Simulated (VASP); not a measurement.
# InP (F-43m) in VASP: settings compared

Aim: see how the results for InP move with the level of theory and the settings. Levels: LDA, PBE+D4. Tasks: single point.

Everything below comes from runs of VASP 6.6.1. Logs are shortened: lines on timing, memory, paths and dates and some standing lists are left out, and cuts for length are marked.

**What was measured.**

A printed reference work, data compilation reports, for a bulk crystal of InP at 1.6 K: band gap 1.4236 eV (direct).

The results are compared with them further down.

## Step 1: The cell of the first run

It takes space group F-43m (No. 216, cubic). The conventional cell has a = 5.861 Å, b = 5.861 Å, c = 5.861 Å, α = 90.00°, β = 90.00°, γ = 90.00°. Within 3.3 Å of In (site symmetry -43m) lie 4 P at 2.54 Å. P (site symmetry -43m) has 4 In at 2.54 Å within 3.3 Å.

## Step 2: Single point, LDA

Contents of INCAR:

```
SYSTEM = InP
ALGO = Normal
EDIFF = 1E-7
ENCUT = 520
GGA = CA
ISIF = 2
ISMEAR = -1
LASPH = .TRUE.
LCHARG = .TRUE.
LELF = .TRUE.
LREAL = .FALSE.
LVHAR = .TRUE.
LWAVE = .FALSE.
NBANDS = 16
NELM = 80
PREC = Accurate
SIGMA = 0.05
```

Contents of KPOINTS:

```
k-points
0
G
  8 8 8
  0 0 0
```

Contents of POSCAR:

```
InP
1.0
    0.0000000000      2.9305000000      2.9305000000
    2.9305000000      0.0000000000      2.9305000000
    2.9305000000      2.9305000000      0.0000000000
In P
1 1
Direct
    0.0000000000      0.0000000000      0.0000000000
    0.7500000000      0.7500000000      0.7500000000
```

Potentials or basis: VASP PAW LDA potentials, release 64 (In_d, P).

The run is started by

```bash
$ cat potpaw_LDA.64/In_d/POTCAR potpaw_LDA.64/P/POTCAR > POTCAR
$ mpirun -np 1 vasp_std > vasp.out
```

OUTCAR:

```text
SYSTEM = InP
   EDIFF = 1E-7
   ENCUT = 520
   GGA = CA
   ISIF = 2
   ISMEAR = -1
   LASPH = .TRUE.
   LREAL = .FALSE.
   NELM = 80
   PREC = Accurate

 ion  position               nearest neighbor table
   1  0.000  0.000  0.000-   2 2.54   2 2.54   2 2.54   2 2.54
   2  0.750  0.750  0.750-   1 2.54   1 2.54   1 2.54   1 2.54

  LATTYP: Found a face centered cubic cell.
 ALAT       =     5.8610000000

  Lattice vectors:

 A1 = (   0.0000000000,   2.9305000000,   2.9305000000)
 A2 = (   2.9305000000,   0.0000000000,   2.9305000000)
 A3 = (   2.9305000000,   2.9305000000,   0.0000000000)

Analysis of symmetry for initial positions (statically):
=====================================================================
 Subroutine PRICEL returns:
 Original cell was already a primitive cell.

 Routine SETGRP: Setting up the symmetry group for a
 face centered cubic supercell.

 Subroutine GETGRP returns: Found 24 space group operations
 (whereof 24 operations were pure point group operations)
 out of a pool of 48 trial point group operations.

The static configuration has the point symmetry T_d .

Analysis of symmetry for dynamics (positions and initial velocities):
=====================================================================
 Subroutine PRICEL returns:
 Original cell was already a primitive cell.

 Routine SETGRP: Setting up the symmetry group for a
 face centered cubic supercell.

 Subroutine GETGRP returns: Found 24 space group operations
 (whereof 24 operations were pure point group operations)
 out of a pool of 48 trial point group operations.

The dynamic configuration has the point symmetry T_d .

 Subroutine INISYM returns: Found 24 space group operations
 (whereof 24 operations are pure point group operations),
 and found     1 'primitive' translations

----------------------------------------------------------------------------------------

                                     Primitive cell

  volume of cell :      50.3333

  direct lattice vectors                    reciprocal lattice vectors
     0.000000000  2.930500000  2.930500000    -0.170619348  0.170619348  0.170619348
     2.930500000  0.000000000  2.930500000     0.170619348 -0.170619348  0.170619348
     2.930500000  2.930500000  0.000000000     0.170619348  0.170619348 -0.170619348

  length of vectors
     4.144352845  4.144352845  4.144352845     0.295521380  0.295521380  0.295521380

[... 78 lines left out ...]
   ENCUT  =  520.0 eV  38.22 Ry    6.18 a.u.   7.71  7.71  7.71*2*pi/ulx,y,z
   NELM   =     80;   NELMIN=  2; NELMDL= -5     # of ELM steps
   EDIFF  = 0.1E-06   stopping-criterion for ELM
   LREAL  =      F    real-space projection
   EDIFFG = 0.1E-05   stopping-criterion for IOM
   NSW    =      0    number of steps for IOM
   IBRION =     -1    ionic relax: 0-MD 1-quasi-New 2-CG
   NFREE  =      0    steps in history (QN), initial steepest desc. (CG)
   ISIF   =      2    stress and relaxation
   ISYM   =      2    0-nonsym 1-usesym 2-fastsym
   POTIM  = 0.5000    time-step for ionic-motion
   TEBEG  =    0.0;   TEEND  =   0.0 temperature during run
   PSTRESS=    0.0 pullay stress
   NELECT =      18.0000    total number of electrons
   NUPDOWN=      -1.0000    fix difference up-down
   EMIN   =  10.00;   EMAX   =-10.00  energy-range for DOS
   EFERMI =   0.00;   METHOD = LEGACY
   ISMEAR =    -1;   SIGMA  =   0.05  broadening in eV -4-tet -1-fermi 0-gaus
   EFERMI_NEDOS =   21; number of points for ismear=-14 and -15
   IALGO  =     38    algorithm
   IMIX   =      4    mixing-type and parameters
     AMIX     =   0.40;   BMIX     =  1.00
     AMIX_MAG =   1.60;   BMIX_MAG =  1.00
  volume/ion in A,a.u.               =      25.17       169.83
  Fermi-wavevector in a.u.,A,eV,Ry     =   1.162021  2.195901 18.371846  1.350293
  Thomas-Fermi vector in A             =   2.298587
   LORBIT       =      0    0 simple, 1 ext, 2 COOP (PROOUT), +10 PAW based schemes
   GGA     = CA    functional components
   LHFCALC =     F    Hartree Fock is set to
   AEXX    =    0.0000 exact exchange contribution
   IVDW    =     0    specifies the selected vdW correction
   LEPSILON=     F    determine dielectric tensor
   LRPA    =     F    only Hartree local field effects (RPA)
 non-spin polarized calculation
  energy-cutoff  :      520.00
  volume of cell :       50.33
 maximum number of plane-waves:      1380
   NGX = 15   NGY = 15   NGZ = 15

 number of electron      18.0000005 magnetization

 Free energy of the ion-electron system (eV)
  ---------------------------------------------------
  ext. energy  EPLUGINS =         0.00000000
  ---------------------------------------------------
  free energy    TOTEN  =        -9.66916938 eV

  energy without entropy =       -9.66914153  energy(sigma->0) =       -9.66915546

 E-fermi :   5.2955     XC(G=0):  -9.6107

 val. band max:        5.0092052524   @ k =   0.0000   0.0000   0.0000
 cond. band min:       5.5195238347   @ k =   0.0000   0.0000   0.0000
 fundamental gap:      0.5103185823
 Fermi energy:         5.2954818594

 k-point     1 :       0.0000    0.0000    0.0000
  band No.  band energies     occupation
      1      -9.1780      2.00000
      2      -9.1780      2.00000
      3      -9.1780      2.00000
      4      -9.0230      2.00000
      5      -9.0230      2.00000
      6      -6.5362      2.00000
[... 433 lines left out ...]
      3      -9.1084      2.00000
      4      -9.0290      2.00000
      5      -9.0100      2.00000
      6      -4.4589      2.00000
[... 8 lines left out ...]
     15      15.5777      0.00000
     16      16.2452      0.00000

 [... further k-points ...]

------------------------ aborting loop because EDIFF is reached ----------------------------------------

  FORCE on cell =-STRESS in cart. coord.  units (eV):
  Direction    XX          YY          ZZ          XY          YZ          ZX
  --------------------------------------------------------------------------------------
  -------------------------------------------------------------------------------------
  Total       -0.3740274     -0.3740274     -0.3740274      0.0000000     -0.0000000      0.0000000
  in kB      -11.9058083    -11.9058083    -11.9058083      0.0000000     -0.0000000      0.0000000
  external PRESSURE =     -11.9058083 kB  Pullay stress =       0.0000000 kB

 VOLUME and BASIS-vectors are now :
 -----------------------------------------------------------------------------
  energy-cutoff  :      520.00
  volume of cell :       50.33
      direct lattice vectors                 reciprocal lattice vectors
     0.000000000  2.930500000  2.930500000    -0.170619348  0.170619348  0.170619348
     2.930500000  0.000000000  2.930500000     0.170619348 -0.170619348  0.170619348
     2.930500000  2.930500000  0.000000000     0.170619348  0.170619348 -0.170619348

 POSITION                                       TOTAL-FORCE (eV/Angst)
 -----------------------------------------------------------------------------------
      0.00000      0.00000      0.00000         0.000000      0.000000     -0.000000
      4.39575      4.39575      4.39575         0.000000     -0.000000      0.000000
 -----------------------------------------------------------------------------------
    total drift:                                0.000000      0.000000      0.000000

  FREE ENERGIE OF THE ION-ELECTRON SYSTEM (eV)
  ---------------------------------------------------
  free  energy   TOTEN  =        -9.6691693837 eV

  energy  without entropy=       -9.6691415299  energy(sigma->0) =       -9.66915546
```

stdout:

```text
POSCAR found type information on POSCAR InP
 POSCAR found :  2 types and       2 ions
 scaLAPACK will be used
 LDA part: xc-table for (Slater(with rela. corr.)+CA(PZ))
 , standard interpolation
 POSCAR, INCAR and KPOINTS ok, starting setup
 FFT: planning ... GRIDC
 FFT: planning ... GRID_SOFT
 FFT: planning ... GRID
 WAVECAR not read
 entering main loop
```

Wall time 47 s (1 thread of AMD EPYC 7R13, shared host); peak memory 0.13 GiB.

What came out:

```
Free energy            : -9.6692 eV
Pressure               : -1.2 GPa
Band gap on the k mesh : 0.51 eV, direct
```

Levels at points of the mesh, in eV from the valence-band top:
```
           k point  band 6  band 7  band 8  band 9  band 10  band 11  band 12  band 13
(0.00, 0.00, 0.00)  -11.55    0.00    0.00    0.00     0.51     3.96     3.96     3.96
(0.50, 0.00, 0.00)   -9.79   -5.83   -0.99   -0.99     1.33     4.70     4.70     6.89
(0.50, 0.50, 0.00)   -9.12   -5.86   -2.36   -2.36     1.60     2.13     8.99     9.43
```

Caveat: spin-orbit coupling is left out, which moves the levels of the heavy elements.

## Step 3: Single point, LDA (volume scaled by 1.02)

Contents of INCAR:

```
SYSTEM = InP
ALGO = Normal ; EDIFF = 1E-7
ENCUT = 520 ; GGA = CA
ISIF = 2 ; ISMEAR = -1
LASPH = .True. ; LCHARG = .False.
LREAL = .False. ; LWAVE = .False.
NBANDS = 16 ; NELM = 60
PREC = Accurate ; SIGMA = 0.05
```

Contents of KPOINTS:

```
k-points
0
Gamma
  8 8 8
  0 0 0
```

Contents of POSCAR:

```
InP
1.0
    0.0000000000      2.9499078504      2.9499078504
    2.9499078504      0.0000000000      2.9499078504
    2.9499078504      2.9499078504      0.0000000000
In P
1 1
Direct
    0.0000000000      0.0000000000      0.0000000000
    0.7500000000      0.7500000000      0.7500000000
```

Potentials or basis: VASP PAW LDA potentials, release 64 (In_d, P).

The run is started by

```bash
$ cat potpaw_LDA.64/In_d/POTCAR potpaw_LDA.64/P/POTCAR > POTCAR
$ mpirun -np 1 vasp_std > vasp.out
```

OUTCAR:

```text
SYSTEM = InP
   EDIFF = 1E-7
   ENCUT = 520
   GGA = CA
   ISIF = 2
   ISMEAR = -1
   LASPH = .True.
   LREAL = .False.
   NELM = 60
   PREC = Accurate

 ion  position               nearest neighbor table
   1  0.000  0.000  0.000-   2 2.55   2 2.55   2 2.55   2 2.55
   2  0.750  0.750  0.750-   1 2.55   1 2.55   1 2.55   1 2.55

  LATTYP: Found a face centered cubic cell.
 ALAT       =     5.8998157008

  Lattice vectors:

 A1 = (   0.0000000000,   2.9499078504,   2.9499078504)
 A2 = (   2.9499078504,   0.0000000000,   2.9499078504)
 A3 = (   2.9499078504,   2.9499078504,   0.0000000000)

Analysis of symmetry for initial positions (statically):
=====================================================================
 Subroutine PRICEL returns:
 Original cell was already a primitive cell.

 Routine SETGRP: Setting up the symmetry group for a
 face centered cubic supercell.

 Subroutine GETGRP returns: Found 24 space group operations
 (whereof 24 operations were pure point group operations)
 out of a pool of 48 trial point group operations.

The static configuration has the point symmetry T_d .

Analysis of symmetry for dynamics (positions and initial velocities):
[... 159 lines left out ...]

 val. band max:        4.7928570140   @ k =   0.0000   0.0000   0.0000
 cond. band min:       5.1957082304   @ k =   0.0000   0.0000   0.0000
 fundamental gap:      0.4028512164
 Fermi energy:         5.0262679113

 k-point     1 :       0.0000    0.0000    0.0000
  band No.  band energies     occupation
      1      -9.3539      2.00000
      2      -9.3539      2.00000
      3      -9.3539      2.00000
      4      -9.2086      2.00000
      5      -9.2086      2.00000
      6      -6.6181      2.00000
[... 433 lines left out ...]
      3      -9.2889      2.00000
      4      -9.2140      2.00000
      5      -9.1964      2.00000
      6      -4.6169      2.00000
[... 8 lines left out ...]
     15      15.3065      0.00000
     16      15.9539      0.00000

 [... further k-points ...]

------------------------ aborting loop because EDIFF is reached ----------------------------------------

  FORCE on cell =-STRESS in cart. coord.  units (eV):
  Direction    XX          YY          ZZ          XY          YZ          ZX
  --------------------------------------------------------------------------------------
  -------------------------------------------------------------------------------------
  Total       -0.7797308     -0.7797308     -0.7797308      0.0000000      0.0000000      0.0000000
  in kB      -24.3332391    -24.3332391    -24.3332391      0.0000000      0.0000000      0.0000000
  external PRESSURE =     -24.3332391 kB  Pullay stress =       0.0000000 kB

 VOLUME and BASIS-vectors are now :
 -----------------------------------------------------------------------------
  energy-cutoff  :      520.00
  volume of cell :       51.34
      direct lattice vectors                 reciprocal lattice vectors
     0.000000000  2.949907850  2.949907850    -0.169496820  0.169496820  0.169496820
     2.949907850  0.000000000  2.949907850     0.169496820 -0.169496820  0.169496820
     2.949907850  2.949907850  0.000000000     0.169496820  0.169496820 -0.169496820

 POSITION                                       TOTAL-FORCE (eV/Angst)
 -----------------------------------------------------------------------------------
      0.00000      0.00000      0.00000         0.000000      0.000000     -0.000000
      4.42486      4.42486      4.42486        -0.000000     -0.000000      0.000000
 -----------------------------------------------------------------------------------
    total drift:                                0.000000      0.000000      0.000000

  FREE ENERGIE OF THE ION-ELECTRON SYSTEM (eV)
  ---------------------------------------------------
  free  energy   TOTEN  =        -9.6580938880 eV

  energy  without entropy=       -9.6580259902  energy(sigma->0) =       -9.65805994
```

OSZICAR:

```text
N       E                     dE             d eps       ncg     rms          rms(c)
DAV:   1     0.113466850847E+03    0.11347E+03   -0.83749E+03   928   0.125E+03
DAV:   2    -0.231730091122E+01   -0.11578E+03   -0.11078E+03  1024   0.303E+02
DAV:   3    -0.987175204144E+01   -0.75545E+01   -0.75190E+01  1168   0.757E+01
DAV:   4    -0.100738242828E+02   -0.20207E+00   -0.20200E+00  1208   0.134E+01
DAV:   5    -0.100830695785E+02   -0.92453E-02   -0.92451E-02  1360   0.248E+00    0.563E+00
DAV:   6    -0.970300889406E+01    0.38006E+00   -0.57822E-01  1520   0.123E+01    0.333E+00
DAV:   7    -0.966350278776E+01    0.39506E-01   -0.13088E-01  1352   0.284E+00    0.115E+00
DAV:   8    -0.965823263868E+01    0.52701E-02   -0.12016E-02  1160   0.124E+00    0.321E-01
DAV:   9    -0.965806135844E+01    0.17128E-03   -0.94130E-04  1312   0.330E-01    0.157E-01
DAV:  10    -0.965809114881E+01   -0.29790E-04   -0.13946E-04  1344   0.155E-01    0.919E-02
DAV:  11    -0.965809609743E+01   -0.49486E-05   -0.29170E-05  1456   0.807E-02    0.538E-02
DAV:  12    -0.965809387623E+01    0.22212E-05   -0.44286E-06  1136   0.152E-02    0.830E-03
DAV:  13    -0.965809388802E+01   -0.11798E-07   -0.50204E-07  1208   0.383E-03
   1 F= -.96580939E+01 E0= -.96580599E+01  d E =-.678978E-04
```

It took 45 s on 1 thread of AMD EPYC 7R13, shared host; peak memory 0.13 GiB.

Results:

```yaml
Free_energy: -9.6581 eV
Pressure: -2.4 GPa
Band_gap_on_the_k_mesh: 0.40 eV, direct
```

Caveat: spin-orbit coupling is left out, which moves the levels of the heavy elements.

[end of part 1 of 2]
